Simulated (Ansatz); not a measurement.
## How Al stores the work of compression

Level of theory: DFT PBE, scalar-relativistic, plane waves, PAW in Ansatz 0.2.0. Run with 420 eV cutoff, 18×18×18 k-mesh, Gaussian smearing of 0.10 eV, no spin polarisation.

The relaxed crystal:

```yaml
crystal:
  lattice:
    - [0.00000, 2.02081, 2.02081]
    - [2.02081, 0.00000, 2.02081]
    - [2.02081, 2.02081, 0.00000]
  atoms:
    - { symbol: Al, position: [0.00000, 0.00000, 0.00000] }
```

Cell and atoms were relaxed at each target pressure within the start's symmetry (Fm-3m), at zero temperature; other phases can be more stable under pressure. H = E + PV with P the target; E is the free energy at the smearing used, whose derivative the pressure is, per atom and counted from zero pressure. The mesh named is that at zero pressure; some other pressures ran on another.

```
P (GPa) V (Å³/atom) E − E0 (meV) H − H0 (meV)
      0       16.505           0.0           0.0
      3       15.915           5.3         303.3
      8       15.146          31.0         787.3
     15       14.327          88.7        1430.0
     30       13.096         255.3        2707.4
     60       11.576         669.1        5004.4
```

**Question.** Thermodynamics gives dH/dP = V along a relaxed path. Integrate V over P by the trapezoid rule and compare with the computed enthalpies.

**Answer.** With 1 eV/Å³ = 160.22 GPa, each step adds the mean volume times ΔP / 160.22:
```
P (GPa)  ∫V dP (meV) H − H0 (meV) difference (meV)
      3        303.5         303.3               0.2
      8        788.2         787.3               0.9
     15       1432.0        1430.0               2.0
     30       2715.7        2707.4               8.3
     60       5025.6        5004.4              21.2
```

V(P) curves upward, so the trapezoid rule runs high; integrating a smooth curve through the same points (P as a polynomial of degree 4 in ln V) puts that excess at about 18.3 meV at 60 GPa, against the 21.2 meV found. What is left comes from the shape of V(P) between points this far apart, and from the mesh, the smearing and the stress tolerance.

**Question.** At 60 GPa, how much of the enthalpy change is stored energy and how much is the PV term?

**Answer.** E rises by 669 meV/atom and PV is 60 × 11.576 / 160.22 = 4335 meV/atom, so PV makes 87 % of ΔH. So between rival structures at high pressure a small difference in volume can outweigh the difference in energy: 1 % of this volume is worth 43.4 meV/atom at this pressure.

**Question.** What bulk modulus do the lowest pressures give?

**Answer.** From the pressures that the runs reached, -3.07 GPa (17.241 Å³) and 2.99 GPa (15.915 Å³), B = −ΔP/Δln V = 6.06 / 0.0800 = 76 GPa, a mean over that range.